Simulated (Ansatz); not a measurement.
Si:

```
Si
1.0
    -3.32544    3.32544    1.92239
     3.32544   -3.32544    1.92239
     3.32544    3.32544   -1.92239
Si
4
Cartesian
  -2.1363 2.1363 1.9224
  2.1363 -2.1363 1.9224
  2.1363 2.1363 1.9224
  1.1892 1.1892 0.0000
```

This isn't the form of Si at room conditions, which is diamond.

Base run:

- Program: Ansatz 0.2.0
- Functional: LDA
- Potentials or basis: all-electron LAPW, scalar-relativistic
- Cutoff: 200 eV
- Density cutoff: 799 eV
- Basis error allowed: 0.002 eV/atom
- k mesh: 8 × 8 × 8
- Occupations: fermi-dirac, width 0.05 eV
- Spin: no spin polarisation

Its results: band gap on the k mesh 0.15 eV, indirect (least direct gap 0.29 eV); pressure -1.9 GPa; largest force 0.025 eV/Å.

Task: The run is repeated on the same cell with these changes: functional from LDA to PBEsol. What comes out?

Result: Band gap on the k mesh 0.16 eV, indirect (least direct gap 0.29 eV); pressure -0.4 GPa; largest force 0.014 eV/Å.

PBEsol binds less tightly than LDA, so the same cell stands under more pressure.

Not every run made on this cell is shown here.
